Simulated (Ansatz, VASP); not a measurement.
**Two plane-wave programs on As**

```xyz
2
Lattice="0.0000 2.9539 2.9539 2.9539 0.0000 2.9539 2.9539 2.9539 0.0000" Properties=species:S:1:pos:R:3 pbc="T T T"
As    0.7385    0.7385    0.7385
As    5.1693    5.1693    5.1693
```

Alike in both runs: task single point; functional revPBE; k mesh 10 × 10 × 10; occupations fermi-dirac, width 0.1 eV; no spin polarisation.

|  | VASP | Ansatz |
| --- | --- | --- |
| version | VASP 6.6.1 | Ansatz 0.2.0 |
| potentials or method | VASP PAW PBE potentials, release 64 (As) | plane waves (420 eV) with PAW, scalar-relativistic |
| plane-wave cutoff (eV) | 520 | 420 |
| valence electrons in the cell | 10 | 30 |

```tsv
	VASP	Ansatz	Ansatz less VASP
pressure (GPa)	7.0	6.8	-0.18
```

The two sets of potentials don't hold the same shells in valence.

Caveats: the PAW data sets were made with another functional, which shifts forces and pressure a little (VASP).
